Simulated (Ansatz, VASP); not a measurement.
**One calculation of AlN, two programs**

```xyz
2
Lattice="0.0000 2.1355 2.2346 2.1355 0.0000 2.2346 2.1355 2.1355 0.0000" Properties=species:S:1:pos:R:3 pbc="T T T"
Al    0.0000    0.0000    0.0000
N     3.2033    3.2033    3.3519
```

Change from the starting cell: strain -0.030 along x and y, +0.015 along z, atoms carried along.

Alike in both runs: task single point; functional PBE; k mesh 10 × 10 × 10; occupations gaussian, width 0.05 eV; no spin polarisation.

|  | VASP | Ansatz |
| --- | --- | --- |
| version | VASP 6.6.1 | Ansatz 0.2.0 |
| potentials or method | VASP PAW PBE potentials, release 64 (Al, N) | scalar-relativistic, plane waves, PAW |
| plane-wave cutoff (eV) | 520 | 420 |
| valence electrons in the cell | 8 | 8 |

Ansatz gave:

```
gap on the k mesh at the Fermi level (eV)       : 3.19
least direct gap on the mesh (eV)               : 4.30
pressure (GPa)                                  : 9.5
largest component of the traceless stress (GPa) : 4.50
```

Question: Which values does VASP return?

Answer: gap on the k mesh at the Fermi level (eV): 3.18; least direct gap on the mesh (eV): 4.31; pressure (GPa): 9.3; largest component of the traceless stress (GPa): 4.53.

The functional is the same, so the differences come from potentials, cutoffs and numerics.

A k mesh can miss the band edges.
